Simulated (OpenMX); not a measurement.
Crystal: CdO (Monteponite).

```
Cd O
1.0
     0.00000    2.34950    2.34950
     2.34950    0.00000    2.34950
     2.34950    2.34950    0.00000
Cd O
1 1
Cartesian
  0.0000 0.0000 0.0000
  2.3495 2.3495 2.3495
```

Base run:

```yaml
Program: OpenMX 3.8.5
Functional: PBE
Potentials_or_basis: OpenMX 2013 PBE set, Cd7.0-s3p2d2, O6.0-s2p2d1, grid cutoff 500 Ry
k_mesh: 11 × 11 × 11
Occupations: fermi-dirac, width 0.05 eV
Spin: no spin polarisation
```

Its results: pressure 7.5 GPa.

Problem. The run is repeated on the same cell with these changes: functional from PBE to LDA; potentials or basis from OpenMX 2013 PBE set, Cd7.0-s3p2d2, O6.0-s2p2d1, grid cutoff 500 Ry to OpenMX 2013 LDA set, Cd7.0-s3p2d2, O6.0-s2p2d1, grid cutoff 500 Ry. What comes out?

Solution. Pressure -4.7 GPa.

Caveats: the basis of atomic orbitals isn't converged, which shifts pressures, moduli and gaps.
